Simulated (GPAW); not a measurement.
Band structure of BeO (P6_3mc, 8 atoms in the cell).

```yaml
crystal:
  lattice:
    - [2.71731, 0.00000, 0.00000]
    - [-1.35866, 2.35326, 0.00000]
    - [0.00000, 0.00000, 8.89578]
  atoms:
    - { symbol: Be, position: [0.00000, 0.00000, 0.00000] }
    - { symbol: Be, position: [0.00000, 0.00000, 0.50000] }
    - { symbol: Be, position: [0.66667, 0.33333, 0.75018] }
    - { symbol: Be, position: [0.33333, 0.66667, 0.25018] }
    - { symbol: O, position: [0.00000, 0.00000, 0.81216] }
    - { symbol: O, position: [0.00000, 0.00000, 0.31216] }
    - { symbol: O, position: [0.66667, 0.33333, 0.56329] }
    - { symbol: O, position: [0.33333, 0.66667, 0.06329] }
```

Method of the run: PBE, GPAW PAW datasets PBE (gpaw-data 1.0.1) (plane waves; GPAW).

Settings: mode = pw; ecut = 950 eV; xc = PBE; kpts = 14 14 4; mesh shift (steps) = 0 0 0; occupations.name = methfessel-paxton; occupations.width = 0.2 eV; occupations.order = 0; nbands = -4; convergence.forces = 0.001 eV/Å; convergence.bands = -2; symmetry.symmorphic = false; symmetry.tolerance = 0.0005; maxiter = 150.

The starting cell was generated: these elements placed on a structure prototype, without a prior relaxation; it need not be a known phase or ordering of this composition. Its lattice was rescaled by a random factor within 2.5 % of one.

Task: Predict the gap along the standard path and the places of the band edges.

Result: The gap along the path is 7.25 eV, direct at Γ to within 0.01 eV.

Levels in eV from the top of the valence band on the SCF mesh, bands 13 to 20:
```tsv
point	13	14	15	16	17	18	19	20
Γ	-0.42	-0.05	0.00	0.00	7.25	9.32	9.62	11.47
M	-1.72	-1.71	-1.16	-0.87	7.67	8.37	10.85	11.13
K	-2.36	-1.98	-1.98	-1.29	9.90	9.90	11.41	11.41
A	-0.14	-0.14	-0.14	-0.14	8.00	8.00	10.84	10.84
L	-1.58	-1.58	-1.15	-1.15	8.17	8.17	10.65	10.65
H	-1.80	-1.80	-1.75	-1.75	9.66	9.66	11.74	11.74
```
